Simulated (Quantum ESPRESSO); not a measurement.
Runs of Quantum ESPRESSO 7.5 on Hf. It takes space group Im-3m (No. 229, cubic). Conventional cell: a = 3.610 Å, b = 3.610 Å, c = 3.610 Å, α = 90.00°, β = 90.00°, γ = 90.00°. Around Hf (site symmetry m-3m) lie 8 Hf at 3.13 Å. This isn't the form of Hf at room conditions, which is hcp.

| task | level | potentials or basis | U | cell | k mesh | cutoff (eV) | smearing | mixing beta | k mesh for the Wannier functions | projections | start of the occupations | hubbard projectors | gap on the mesh (eV) | pressure (GPa) |
| --- | --- | --- | --- | --- | --- | --- | --- | --- | --- | --- | --- | --- | --- | --- |
| phonons | PBEsol | PseudoDojo 0.4.1 SR PBEsol standard | - | relaxed | 10 × 10 × 10 | 789 | methfessel-paxton 0.272 eV | 0.5 | - | - | - | - | none | 0.0 |
| Wannier functions | PBE | JTH 2.0 PBE | - | as given | 8 × 8 × 8 | 490 | fermi-dirac 0.05 eV | 0.5 | 6 × 6 × 6 | Hf spd | - | - | none | -5.2 |
| Hubbard U by linear response | PBE+U | JTH 2.0 PBE | Hf d U = 3.5 eV | as given | 8 × 8 × 8 | 490 | cold 0.136 eV | 0.3 | - | - | default | atomic | none | (a) |
| phonons | LDA | JTH 2.0 LDA | - | relaxed | 10 × 10 × 10 | 490 | gaussian 0.136 eV | 0.5 | - | - | - | - | none | 0.1 |
| phonon dispersion | PBE | JTH 2.0 PBE | - | relaxed | 10 × 10 × 10 | 490 | gaussian 0.272 eV | 0.5 | - | - | - | - | none | 0.0 |
| phonons | PBE | GBRV 1.5 PBE | - | relaxed | 10 × 10 × 10 | 612 | methfessel-paxton 0.2 eV | 0.5 | - | - | - | - | none | -0.1 |

Alike in all rows: no spin polarisation.

Q: Fill in the values left out.

A: (a) -5.8.

Caveats: the cutoff is low for these files, which shifts pressure and relaxed volume (some runs); some modes are imaginary (some runs); spin-orbit coupling is left out, which moves the levels of the heavy elements (some runs); the computed U isn't converged in cell size (some runs); U without spin polarisation on a metal has little footing (some runs); the U is typed as a test and isn't derived for this compound (some runs); the mesh is thin for the phonons of a metal (some runs).

A k mesh can miss the band edges, and the runs leave out spin-orbit coupling on Hf.

A gap of «none» marks a metal or a gap under the smearing width.
